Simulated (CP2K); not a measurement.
Runs of CP2K 2026.2 on AlN. It takes space group F-43m (No. 216, cubic). The conventional cell has a = 4.368 Å, b = 4.368 Å, c = 4.368 Å, α = 90.00°, β = 90.00°, γ = 90.00°. Al (site symmetry -43m) has 4 N at 1.89 Å as nearest neighbours. N (site symmetry -43m) has 4 Al at 1.89 Å as nearest neighbours. Measurements of this composition are mostly on another form, of space group No. 186.

| task | level | potentials or basis | quickstep method | MIXING ALPHA | ADDED_MOS | points a segment of the path (NPOINTS) | bands added on the path | gap on the mesh (eV) | pressure (GPa) |
| --- | --- | --- | --- | --- | --- | --- | --- | --- | --- |
| band structure | AM05 | POTENTIAL_UZH Al GTH-PBE-q3, N GTH-PBE-q5; TZVP-MOLOPT-PBE-GTH basis | GPW | 0.4 | [10] | 10 | 2 | 3.15 | 3.5 |
| single point | PBE | POTENTIAL_UZH Al GTH-PBE-q3, N GTH-PBE-q5; ccGRB-D basis | GPW | 0.4 | [10] | - | - | (a) | (c) |
| single point | PBE | POTENTIAL_UZH Al GTH-PBE-q3, N GTH-PBE-q5; TZVP-MOLOPT-PBE-GTH basis | GPW | 0.4 | [10] | - | - | 3.32 | 3.8 |
| single point | PBE | all electrons (GAPW); pob-TZVP-rev2 basis | GAPW | 0.2 | [10] | - | - | 3.79 | 4.9 |
| band structure | MS2 | POTENTIAL_UZH Al GTH-PBE-q3, N GTH-PBE-q5; TZVP-MOLOPT-PBE-GTH basis | GPW | 0.4 | [10] | 10 | 2 | 3.77 | -0.6 |
| band structure | vdW-DF2 | POTENTIAL_UZH Al GTH-PBE-q3, N GTH-PBE-q5; TZVP-MOLOPT-PBE-GTH basis | GPW | 0.4 | [10] | 10 | 2 | 3.91 | 5.7 |
| band structure | PBE | POTENTIAL_UZH Al GTH-PBE-q3, N GTH-PBE-q5; TZVP-MOLOPT-PBE-GTH basis | GPW | 0.4 | [10] | 10 | 2 | 3.32 | 3.8 |
| single point | PBE | POTENTIAL_UZH Al GTH-PBE-q3, N GTH-PBE-q5; DZVP-MOLOPT-PBE-GTH basis | GPW | 0.4 | [10] | - | - | 3.34 | 4.0 |
| single point | PBE | GTH_POTENTIALS Al GTH-PBE-q3, N GTH-PBE-q5; DZVP-MOLOPT-SR-GTH basis | GPW | 0.4 | [10] | - | - | 3.32 | 4.3 |
| single point | PBE | POTENTIAL_UZH Al GTH-PBE-q3, N GTH-PBE-q5; TZV2P-MOLOPT-PBE-GTH basis | GPW | 0.4 | [10] | - | - | 3.34 | 3.1 |
| band structure | vdW-DF-cx | POTENTIAL_UZH Al GTH-PBE-q3, N GTH-PBE-q5; TZVP-MOLOPT-PBE-GTH basis | GPW | 0.4 | [10] | 10 | 2 | 3.31 | 2.8 |
| single point | PBE | GTH_POTENTIALS Al GTH-PBE-q3, N GTH-PBE-q5; SZV-MOLOPT-SR-GTH basis | GPW | 0.4 | [4] | - | - | (b) | 16.6 |

Alike in all rows: no spin polarisation; cell as given; k mesh 10 × 10 × 10; smearing fermi-dirac 0.05 eV.

**Question.** Fill in the values left out.

**Answer.** (a) 3.24; (b) 4.21; (c) 8.4.

Caveats: the basis of atomic orbitals isn't converged, which shifts pressures, moduli and gaps; the potentials were made for another functional, which shifts forces and pressure (some runs); a minimal basis gives rough bond lengths, pressures and levels (some runs).

A k mesh can miss the band edges.

The runs don't all hold the same shells in valence.
